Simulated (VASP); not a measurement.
# PbSe (Fm-3m) in VASP: settings compared

The runs below take PbSe through band structure, with PBEsol, HSE06, PBE0.

Everything below comes from runs of VASP 6.6.1. Logs are shortened: lines on timing, memory, paths and dates and some standing lists are left out, and cuts for length are marked.

**Measured values to compare with.**

A printed reference work, monograph reports, for a bulk crystal of PbSe at 4.2 K: band gap 0.15 eV (direct).

The results are compared with them further down.

## Step 1: Starting point

Symmetry: Fm-3m, No. 225, cubic system. The conventional cell has a = 6.105 Å, b = 6.105 Å, c = 6.105 Å, α = 90.00°, β = 90.00°, γ = 90.00°. Around Pb (site symmetry m-3m) lie 6 Se at 3.05 Å. Se (site symmetry m-3m) is surrounded by 6 Pb at 3.05 Å.

## Step 2: Band structure, PBEsol

The input, INCAR:

```
PREC     = Accurate       # precision mode
ENCUT    = 520            # plane-wave cutoff, eV
EDIFF    = 1E-6           # SCF threshold, eV
ISMEAR   = 0              # smearing method
SIGMA    = 0.03           # smearing width, eV
LREAL    = F              # projectors in reciprocal space
LASPH    = T              # aspherical terms in the spheres
NELM     = 80             # most SCF steps
ALGO     = Fast           # electronic algorithm
ISIF     = 2              # what is computed and relaxed
LWAVE    = F              # write WAVECAR
LCHARG   = F              # write CHGCAR
GGA      = PS             # functional
NBANDS   = 17             # bands
KPAR     = 2
```

The input, KPOINTS:

```
regular mesh
0
Gamma
  6 6 6
```

The input, POSCAR:

```
PbSe                                    
1.0
    0.0000000000      3.0522591323      3.0522591323
    3.0522591323      0.0000000000      3.0522591323
    3.0522591323      3.0522591323      0.0000000000
  Pb              Se            
     1     1
Direct
     0.0000000000000000    0.0000000000000000    0.0000000000000000
     0.5000000000000000    0.5000000000000000    0.5000000000000000
```

The input, KPOINTS_OPT:

```
explicit points
9
Reciprocal
 0.0000000000  0.0000000000  0.0000000000 1
 0.3750000000  0.3750000000  0.7500000000 1
 0.5000000000  0.5000000000  0.5000000000 1
 0.6250000000  0.2500000000  0.6250000000 1
 0.5000000000  0.2500000000  0.7500000000 1
 0.5000000000  0.0000000000  0.5000000000 1
 0.4000000000  0.0000000000  0.4000000000 1
 0.4250000000  0.0000000000  0.4250000000 1
 0.4500000000  0.0000000000  0.4500000000 1
```

Potentials or basis: VASP PAW PBE potentials, release 64 (Pb_d, Se).

The run is started by

```console
cat potpaw_PBE.64/Pb_d/POTCAR potpaw_PBE.64/Se/POTCAR > POTCAR
mpirun -np 2 vasp_std > vasp.out
```

OUTCAR:

```text
PREC = Accurate
   ENCUT = 520
   EDIFF = 1E-6
   ISMEAR = 0
   LREAL = F
   LASPH = T
   NELM = 80
   ISIF = 2
   GGA = PS

 ion  position               nearest neighbor table
   1  0.000  0.000  0.000-   2 3.05   2 3.05   2 3.05   2 3.05   2 3.05   2 3.05
   2  0.500  0.500  0.500-   1 3.05   1 3.05   1 3.05   1 3.05   1 3.05   1 3.05

  LATTYP: Found a face centered cubic cell.
 ALAT       =     6.1045182646

  Lattice vectors:

 A1 = (   0.0000000000,   3.0522591323,   3.0522591323)
 A2 = (   3.0522591323,   0.0000000000,   3.0522591323)
 A3 = (   3.0522591323,   3.0522591323,   0.0000000000)

Analysis of symmetry for initial positions (statically):
=====================================================================
 Subroutine PRICEL returns:
 Original cell was already a primitive cell.

 Routine SETGRP: Setting up the symmetry group for a
 face centered cubic supercell.

 Subroutine GETGRP returns: Found 48 space group operations
 (whereof 48 operations were pure point group operations)
 out of a pool of 48 trial point group operations.

The static configuration has the point symmetry O_h .

Analysis of symmetry for dynamics (positions and initial velocities):
=====================================================================
 Subroutine PRICEL returns:
 Original cell was already a primitive cell.

 Routine SETGRP: Setting up the symmetry group for a
 face centered cubic supercell.

 Subroutine GETGRP returns: Found 48 space group operations
 (whereof 48 operations were pure point group operations)
 out of a pool of 48 trial point group operations.

The dynamic configuration has the point symmetry O_h .

 Subroutine INISYM returns: Found 48 space group operations
 (whereof 48 operations are pure point group operations),
 and found     1 'primitive' translations

----------------------------------------------------------------------------------------

                                     Primitive cell

  volume of cell :      56.8714

  direct lattice vectors                    reciprocal lattice vectors
     0.000000000  3.052259132  3.052259132    -0.163813090  0.163813090  0.163813090
     3.052259132  0.000000000  3.052259132     0.163813090 -0.163813090  0.163813090
     3.052259132  3.052259132  0.000000000     0.163813090  0.163813090 -0.163813090

  length of vectors
     4.316546261  4.316546261  4.316546261     0.283732595  0.283732595  0.283732595

  position of ions in fractional coordinates (direct lattice)
     0.000000000  0.000000000  0.000000000
     0.500000000  0.500000000  0.500000000

  ion indices of the primitive-cell ions
   primitive index   ion index
                 1           1
                 2           2

----------------------------------------------------------------------------------------

 KPOINTS: regular mesh

Automatic generation of k-mesh.
 Grid dimensions read from file:
 generate k-points for:    6    6    6

 Generating k-lattice:

  Cartesian coordinates                     Fractional coordinates (reciprocal lattice)
    -0.027302182  0.027302182  0.027302182     0.166666667  0.000000000  0.000000000
     0.027302182 -0.027302182  0.027302182     0.000000000  0.166666667  0.000000000
     0.027302182  0.027302182 -0.027302182     0.000000000  0.000000000  0.166666667

  Length of vectors
     0.047288766  0.047288766  0.047288766

  Shift w.r.t. Gamma in fractional coordinates (k-lattice)
     0.000000000  0.000000000  0.000000000

 Subroutine IBZKPT returns following result:
 ===========================================

 Found     16 irreducible k-points:

 Following reciprocal coordinates:
            Coordinates               Weight
  0.000000  0.000000  0.000000      1.000000
  0.166667  0.000000  0.000000      8.000000
  0.333333  0.000000  0.000000      8.000000
  0.500000  0.000000  0.000000      4.000000
  0.166667  0.166667  0.000000      6.000000
  0.333333  0.166667  0.000000     24.000000
[... 8 lines left out ...]
 -0.333333  0.333333  0.166667     24.000000
 -0.333333  0.500000  0.166667     12.000000
   k-points           NKPTS =     16   k-points in BZ     NKDIM =     16   number of bands    NBANDS=     17
   number of dos      NEDOS =    301   number of ions     NIONS =      2
   total plane-waves  NPLWV =  32768
   dimension x,y,z NGX =    32 NGY =   32 NGZ =   32
   dimension x,y,z NGXF=    64 NGYF=   64 NGZF=   64
   ions per type =               1   1
   NGX,Y,Z   is equivalent  to a cutoff of  12.32, 12.32, 12.32 a.u.
   NGXF,Y,Z  is equivalent  to a cutoff of  24.65, 24.65, 24.65 a.u.
 SYSTEM =  unknown system
   PREC   = accura    normal or accurate (medium, high low for compatibility)
   ISTART =      0    job   : 0-new  1-cont  2-samecut
   ICHARG =      2    charge: 1-file 2-atom 10-const
   ISPIN  =      1    spin polarized calculation?
   LNONCOLLINEAR =      F non collinear calculations
   LSORBIT =      F    spin-orbit coupling
[... 56 lines left out ...]
 cond. band min:       5.1933386977   @ k =   0.5000   0.0000   0.0000
 fundamental gap:      0.1760900181
 Fermi energy:         5.1052937027

 k-point     1 :       0.0000    0.0000    0.0000
  band No.  band energies     occupation
      1     -11.7466      2.00000
      2     -11.7466      2.00000
      3     -11.7466      2.00000
      4     -11.7456      2.00000
      5     -11.7456      2.00000
      6      -8.6670      2.00000
[... 9 lines left out ...]
     16      11.4426      0.00000
     17      13.0352      0.00000

 k-point     2 :       0.1667    0.0000    0.0000
  band No.  band energies     occupation
      1     -11.7523      2.00000
      2     -11.7523      2.00000
      3     -11.7457      2.00000
      4     -11.7378      2.00000
      5     -11.7378      2.00000
      6      -8.4552      2.00000
[... 9 lines left out ...]
     16      12.0290      0.00000
     17      14.7985      0.00000

 k-point     3 :       0.3333    0.0000    0.0000
  band No.  band energies     occupation
      1     -11.7653      2.00000
      2     -11.7653      2.00000
      3     -11.7444      2.00000
      4     -11.7204      2.00000
      5     -11.7204      2.00000
      6      -7.9276      2.00000
[... 9 lines left out ...]
     16      13.4967      0.00000
     17      16.7649      0.00000

 k-point     4 :       0.5000    0.0000    0.0000
  band No.  band energies     occupation
      1     -11.7717      2.00000
      2     -11.7717      2.00000
      3     -11.7440      2.00000
      4     -11.7116      2.00000
      5     -11.7116      2.00000
      6      -7.5706      2.00000
[... 9 lines left out ...]
     16      15.1321      0.00000
     17      15.1321      0.00000

 k-point     5 :       0.1667    0.1667    0.0000
  band No.  band energies     occupation
      1     -11.7665      2.00000
      2     -11.7515      2.00000
      3     -11.7406      2.00000
      4     -11.7354      2.00000
      5     -11.7354      2.00000
      6      -8.3788      2.00000
[... 9 lines left out ...]
     16      13.0882      0.00000
     17      13.9693      0.00000

 k-point     6 :       0.3333    0.1667    0.0000
  band No.  band energies     occupation
      1     -11.7894      2.00000
      2     -11.7504      2.00000
      3     -11.7475      2.00000
      4     -11.7253      2.00000
      5     -11.7178      2.00000
      6      -7.9422      2.00000
[... 9 lines left out ...]
     16      14.4184      0.00000
     17      15.8808      0.00000
[... 121 lines left out ...]
 k-point    13 :       0.5000    0.5000    0.0000
  band No.  band energies     occupation
      1     -11.8839      2.00000
      2     -11.7661      2.00000
      3     -11.7255      2.00000
      4     -11.6993      2.00000
      5     -11.6993      2.00000
      6      -7.1811      2.00000
[... 9 lines left out ...]
     16      16.6275      0.00000
     17      17.6512      0.00000

 k-point    14 :       0.5000    0.3333    0.1667
  band No.  band energies     occupation
      1     -11.8161      2.00000
      2     -11.7488      2.00000
      3     -11.7472      2.00000
      4     -11.7174      2.00000
      5     -11.7122      2.00000
      6      -7.5159      2.00000
[... 9 lines left out ...]
     16      15.2078      0.00000
     17      15.5637      0.00000

 k-point    15 :      -0.3333    0.3333    0.1667
  band No.  band energies     occupation
      1     -11.8259      2.00000
      2     -11.7526      2.00000
      3     -11.7334      2.00000
      4     -11.7297      2.00000
      5     -11.7052      2.00000
      6      -7.2623      2.00000
[... 9 lines left out ...]
     16      16.3583      0.00000
     17      16.3863      0.00000

 k-point    16 :      -0.3333    0.5000    0.1667
  band No.  band energies     occupation
      1     -11.8561      2.00000
      2     -11.7502      2.00000
      3     -11.7396      2.00000
      4     -11.7168      2.00000
      5     -11.6993      2.00000
      6      -7.1594      2.00000
[... 9 lines left out ...]
     16      16.6761      0.00000
     17      17.7637      0.00000

------------------------ aborting loop because EDIFF is reached ----------------------------------------

  FORCE on cell =-STRESS in cart. coord.  units (eV):
  Direction    XX          YY          ZZ          XY          YZ          ZX
  --------------------------------------------------------------------------------------
  -------------------------------------------------------------------------------------
  Total       -0.0340532     -0.0340532     -0.0340532      0.0000000      0.0000000     -0.0000000
  in kB       -0.9593446     -0.9593446     -0.9593446      0.0000000      0.0000000     -0.0000000
  external PRESSURE =      -0.9593446 kB  Pullay stress =       0.0000000 kB

 VOLUME and BASIS-vectors are now :
 -----------------------------------------------------------------------------
  energy-cutoff  :      520.00
  volume of cell :       56.87
      direct lattice vectors                 reciprocal lattice vectors
     0.000000000  3.052259132  3.052259132    -0.163813090  0.163813090  0.163813090
     3.052259132  0.000000000  3.052259132     0.163813090 -0.163813090  0.163813090
     3.052259132  3.052259132  0.000000000     0.163813090  0.163813090 -0.163813090

 POSITION                                       TOTAL-FORCE (eV/Angst)
 -----------------------------------------------------------------------------------
      0.00000      0.00000      0.00000        -0.000000      0.000000      0.000000
      3.05226      3.05226      3.05226         0.000000     -0.000000     -0.000000
 -----------------------------------------------------------------------------------
    total drift:                                0.000000     -0.000000     -0.000000

  FREE ENERGIE OF THE ION-ELECTRON SYSTEM (eV)
  ---------------------------------------------------
  free  energy   TOTEN  =        -8.9211360200 eV

  energy  without entropy=       -8.9211359061  energy(sigma->0) =       -8.92113596
```

Wall time 5.3 s (2 MPI ranks of Intel Xeon 6975P-C (Granite Rapids), shared host); peak memory 0.17 GiB.

What came out:

| Property | Result |
| --- | --- |
| Free energy | -8.9211 eV |
| Pressure | -0.1 GPa |
| Band gap on the k mesh | 0.18 eV, direct |
| Band gap along the path | 0.18 eV, direct |

Levels at points of the mesh, in eV from the valence-band top:
| k point | band 6 | band 7 | band 8 | band 9 | band 10 | band 11 | band 12 | band 13 | band 14 | band 15 |
| --- | --- | --- | --- | --- | --- | --- | --- | --- | --- | --- |
| (0.00, 0.00, 0.00) | -13.68 | -6.32 | -1.92 | -1.92 | -1.92 | 4.69 | 4.69 | 4.69 | 6.43 | 6.43 |
| (0.50, 0.00, 0.00) | -12.59 | -8.89 | -1.50 | -1.50 | 0.00 | 0.18 | 1.63 | 1.63 | 8.42 | 10.11 |
| (0.50, 0.50, 0.00) | -12.20 | -7.43 | -5.10 | -3.30 | -3.30 | 3.54 | 5.61 | 5.61 | 6.04 | 11.31 |

Caveat: the PAW data sets were made with another functional, which shifts forces and pressure a little; spin-orbit coupling is left out, which as a rule narrows the gap of such compounds by several tenths of an eV.

## Step 3: Band structure, HSE06

POSCAR is that of step 2.

The input, INCAR.step1:

```
PREC     = Accurate       # precision mode
ENCUT    = 520            # plane-wave cutoff, eV
EDIFF    = 1E-5           # SCF threshold, eV
ISMEAR   = 0              # smearing method
SIGMA    = 0.03           # smearing width, eV
LREAL    = F              # projectors in reciprocal space
LASPH    = T              # aspherical terms in the spheres
NELM     = 80             # most SCF steps
ALGO     = Normal         # electronic algorithm
ISIF     = 2              # what is computed and relaxed
LWAVE    = T              # write WAVECAR
LCHARG   = F              # write CHGCAR
NBANDS   = 17             # bands
KPAR     = 2            
GGA      = PE             # functional
```

The input, INCAR.step2:

```
PREC     = Accurate       # precision mode
ENCUT    = 520            # plane-wave cutoff, eV
EDIFF    = 1E-6           # SCF threshold, eV
ISMEAR   = 0              # smearing method
SIGMA    = 0.03           # smearing width, eV
LREAL    = F              # projectors in reciprocal space
LASPH    = T              # aspherical terms in the spheres
NELM     = 80             # most SCF steps
ALGO     = Normal         # electronic algorithm
ISIF     = 2              # what is computed and relaxed
LWAVE    = F              # write WAVECAR
LCHARG   = F              # write CHGCAR
GGA      = PE             # functional
LHFCALC  = T              # exact exchange
HFSCREEN = 0.2            # screening, 1/A
PRECFOCK = Fast         
NBANDS   = 17             # bands
KPAR     = 2            
ISTART   = 1
```

KPOINTS is that of step 2.

KPOINTS_OPT is that of step 2.

Potentials or basis: VASP PAW PBE potentials, release 64 (Pb_d, Se).

The run is started by

```console
cat potpaw_PBE.64/Pb_d/POTCAR potpaw_PBE.64/Se/POTCAR > POTCAR
cp INCAR.step1 INCAR
mpirun -np 2 vasp_std > vasp.out
cp INCAR.step2 INCAR
mpirun -np 2 vasp_std > vasp.out
```

It took 12 min on 2 MPI ranks of Intel Xeon 6975P-C (Granite Rapids), shared host; peak memory 0.32 GiB.

It converged, with:

| Property | Result |
| --- | --- |
| Free energy | -9.7606 eV |
| Pressure | 1.7 GPa |
| Band gap on the k mesh | 0.68 eV, direct |
| Band gap along the path | 0.68 eV, direct |

Levels at points of the mesh, in eV from the valence-band top:
```tsv
k point	band 7	band 8	band 9	band 10	band 11	band 12	band 13	band 14
(0.00, 0.00, 0.00)	-6.66	-2.26	-2.26	-2.26	5.50	5.50	5.50	7.13
(0.50, 0.00, 0.00)	-9.70	-1.83	-1.83	0.00	0.68	2.14	2.14	9.34
(0.50, 0.50, 0.00)	-7.95	-5.71	-3.76	-3.76	4.12	6.49	6.49	6.96
```

Caveat: the PAW data sets were made with another functional, which shifts forces and pressure a little; spin-orbit coupling is left out, which as a rule narrows the gap of such compounds by several tenths of an eV.

## Step 4: Band structure, PBE0

POSCAR is that of step 3.

INCAR.step1 is that of step 3.

Edit INCAR.step2 of step 3 so:

```diff
@@ -14,4 +14,5 @@
 LHFCALC  = T              # exact exchange
-HFSCREEN = 0.2            # screening, 1/A
+AEXX     = 0.25           # exact-exchange fraction
 PRECFOCK = Fast         
+HFRCUT   = -1           
 NBANDS   = 17             # bands
```

KPOINTS is that of step 3.

KPOINTS_OPT is that of step 3.

The run is started by

```console
cat potpaw_PBE.64/Pb_d/POTCAR potpaw_PBE.64/Se/POTCAR > POTCAR
cp INCAR.step1 INCAR
mpirun -np 2 vasp_std > vasp.out
cp INCAR.step2 INCAR
mpirun -np 2 vasp_std > vasp.out
```

Run time: 12 min. Hardware: 2 MPI ranks of Intel Xeon 6975P-C (Granite Rapids), shared host; peak memory 0.23 GiB.

The run converged. Its results:

```
Free energy             : -10.7151 eV
Pressure                : 1.7 GPa
Band gap on the k mesh  : 1.21 eV, direct
Band gap along the path : 1.21 eV, direct
```

Levels at points of the mesh, in eV from the valence-band top:
```csv
k point,band 6,band 7,band 8,band 9,band 10,band 11,band 12,band 13,band 14,band 15
"(0.00, 0.00, 0.00)",-15.28,-6.78,-2.34,-2.34,-2.34,6.14,6.14,6.14,7.75,7.75
"(0.50, 0.00, 0.00)",-14.07,-9.84,-1.88,-1.88,0.00,1.21,2.70,2.70,9.96,11.69
"(0.50, 0.50, 0.00)",-13.64,-8.09,-5.85,-3.87,-3.87,4.71,7.14,7.14,7.62,12.89
```

Caveat: the PAW data sets were made with another functional, which shifts forces and pressure a little; spin-orbit coupling is left out, which as a rule narrows the gap of such compounds by several tenths of an eV.

## Step 5: The runs side by side

```csv
level,screening parameter,exchange at q = 0,gap on the mesh (eV),pressure (GPa)
PBEsol,-,-,0.18,-0.1
HSE06,0.2 1/A,-,0.68,1.7
PBE0,-,truncated,1.21,1.7
```

Alike in all rows: task band structure; potentials or basis VASP PAW PBE potentials, release 64 (Pb_d, Se); no spin polarisation; cell as given; k mesh 6 × 6 × 6; cutoff (eV) 520; smearing gaussian 0.03 eV.

On the cell as given the gap runs from 0.18 eV (PBEsol) to 1.21 eV (PBE0). The pressure there spans -0.1 GPa (PBEsol) to 1.7 GPa (PBE0); a positive pressure means that this level wants a larger cell, a negative one a smaller.

Caveats: the PAW data sets were made with another functional, which shifts forces and pressure a little; spin-orbit coupling is left out, which as a rule narrows the gap of such compounds by several tenths of an eV.

Absolute energies hang on the potentials; compare differences alone.

## Step 6: Comparison with measurements

Step 2. A measured gap of PbSe is 0.15 eV (direct; 4.2 K; a printed reference work, monograph); the calculated 0.18 eV misses it by +0.03 eV. 2 values of this kind are on record (0.15 to 0.28 eV); this one was drawn at random. Spin-orbit coupling on Pb, Se is left out. The value is that of PBEsol, without temperature or zero-point motion.

Step 3. Against the measured gap of PbSe, 0.15 eV (direct; 4.2 K; a printed reference work, monograph), the calculated 0.68 eV is off by +0.53 eV. 2 values of this kind are on record (0.15 to 0.28 eV); this one was drawn at random. Spin-orbit coupling on Pb, Se is left out. The value is that of HSE06, without temperature or zero-point motion.

Step 4. A measured gap of PbSe is 0.15 eV (direct; 4.2 K; a printed reference work, monograph); the calculated 1.21 eV misses it by +1.06 eV. So large a miss can be the level of theory's own, or it may mean another phase, state or a wrong row. 2 values of this kind are on record (0.15 to 0.28 eV); this one was drawn at random. Spin-orbit coupling on Pb, Se is left out. The value is that of PBE0, without temperature or zero-point motion.
